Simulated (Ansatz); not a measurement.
MoS2:

```
CELL_PARAMETERS angstrom
3.22746 0.00000 0.00000
-1.61373 2.79507 0.00000
0.00000 0.00000 6.31247
ATOMIC_POSITIONS crystal
Mo 0.00000 0.00000 0.50000
S 0.66667 0.33333 0.74468
S 0.33333 0.66667 0.25532
```

Measurements of this composition are mostly on another form, of space group No. 194.

| Item | Value |
| --- | --- |
| Program | Ansatz 0.2.0 |
| Task | relaxation of cell and atoms |
| Functional | RPBE |
| Potentials or basis | Ansatz PAW |
| Cutoff | 420 eV (not typed: the program's choice for these potentials) |
| k mesh | 9 × 9 × 4 |
| Occupations | fermi-dirac, width 0.05 eV |
| Spin | no spin polarisation |

At the start: volume 18.98 Å³/atom.

Problem. How do energy, volume and symmetry change on relaxing?

Solution. It ends after 13 steps and the volume is 24.07 Å³/atom (+26.8 %); space group P-3m1 (No. 164, to 0.05 Å).

Step by step:
```csv
step,energy change (eV),largest force (eV/Å),volume (Å³)
1,0.0000,0.3601,56.94
2,-0.0440,0.0064,60.58
3,-0.0652,0.0531,62.59
4,-0.0749,0.1002,65.44
5,-0.0764,0.0143,66.56
6,-0.0764,0.0001,66.45
7,-0.0828,0.0021,66.45
8,-0.0860,0.0012,68.12
9,-0.0876,0.0053,69.56
10,-0.0882,0.0030,70.40
11,-0.0884,0.0240,72.16
12,-0.0884,0.0007,72.21
13,-0.0894,0.0008,72.21
```

Final structure:
```
Mo S
1.0
     3.22478    0.00000    0.00000
    -1.61239    2.79274    0.00000
     0.00000    0.00000    8.01817
Mo S
1 2
Direct
  0.00000 0.00000 0.50000
  0.66667 0.33333 0.69700
  0.33333 0.66667 0.30300
```

Caveat: the volume moved by over 15 % at a fixed basis, so the end points are rough; the plane-wave basis is chosen anew once the cell has moved, so the energies of steps on either side of that aren't comparable; this functional lacks dispersion, which binds the layers, so the pressure and a relaxed spacing across them are unreliable, and here the layers came unbound; the PAW data sets come from PBE, with cores solved anew for the run's functional, which leaves a small shift of forces and pressure.
